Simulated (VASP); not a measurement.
# VASP 6.6.1 run: InP

INCAR

```
LCHARG = .FALSE.
SIGMA = 0.02
ISIF = 4
EDIFF = 1E-7
GGA = PS
IBRION = 2
LWAVE = .FALSE.
EDIFFG = -5E-3
LREAL = .FALSE.
LASPH = .TRUE.
NELM = 58
ENCUT = 600
MAGMOM = 2 -2
ISPIN = 2
ISMEAR = -1
NBANDS = 16
NSW = 40
PREC = High
```

KPOINTS

```
KPOINTS created by Atomic Simulation Environment
0
Gamma
8 8 8
0 0 0
```

POSCAR

```
In P
 1.0000000000000000
     0.0000000000000000    2.7675099392722387    2.7675099392722387
     2.7675099392722387   -0.0000000000000000    2.7675099392722387
     2.7675099392722387    2.7675099392722387    0.0000000000000000
 In  P
   1   1
Cartesian
  0.0000000000000000  0.0000000000000000 -0.0000000000000000
  2.7675099392722391  2.7675099392722391  2.7675099392722391
```

The recommended PBE PAW datasets give the neutral cell 18 valence electrons.

Command

```
mpirun -np 1 vasp_std
```

How does this run end, and what does it give?

It converged. Results: relaxed cell vector lengths 3.914, 3.914, 3.914 Å; relaxed cell volume 42.39 Å³; magnetic moment of the cell 0.00 μB.

OSZICAR

```
N       E                     dE             d eps       ncg     rms          rms(c)
DAV:   1     0.115911063399E+03    0.11591E+03   -0.91783E+03  1864   0.148E+03
DAV:   2    -0.852082354032E+00   -0.11676E+03   -0.11179E+03  2064   0.332E+02
DAV:   3    -0.792695278598E+01   -0.70749E+01   -0.70014E+01  2440   0.747E+01
DAV:   4    -0.809887693010E+01   -0.17192E+00   -0.17180E+00  2344   0.116E+01
DAV:   5    -0.810700666338E+01   -0.81297E-02   -0.81296E-02  2712   0.228E+00    0.115E+01
DAV:   6    -0.874811358463E+01   -0.64111E+00   -0.81527E-01  2640   0.149E+01    0.467E+00
DAV:   7    -0.877535334057E+01   -0.27240E-01   -0.15351E-01  2288   0.447E+00    0.177E+00
DAV:   8    -0.877062347831E+01    0.47299E-02   -0.22566E-02  2504   0.118E+00    0.741E-01
DAV:   9    -0.876897285694E+01    0.16506E-02   -0.37962E-03  2488   0.789E-01    0.346E-01
DAV:  10    -0.876763331087E+01    0.13395E-02   -0.78008E-04  2632   0.383E-01    0.571E-02
DAV:  11    -0.876762815427E+01    0.51566E-05   -0.94243E-05  2632   0.134E-01    0.396E-02
DAV:  12    -0.876761877869E+01    0.93756E-05   -0.17355E-05  2528   0.684E-02    0.220E-02
DAV:  13    -0.876760714047E+01    0.11638E-04   -0.37749E-06  2536   0.280E-02    0.630E-03
DAV:  14    -0.876760700658E+01    0.13389E-06   -0.42790E-07  2344   0.708E-03    0.213E-03
DAV:  15    -0.876760695530E+01    0.51283E-07   -0.80473E-08  1504   0.377E-03
   1 F= -.87676070E+01 E0= -.87663031E+01  d E =-.876761E+01  mag=     0.0000
```

For comparison, a separate PBEsol relaxation on usual settings, not on those above, ends at 40.64 Å³.
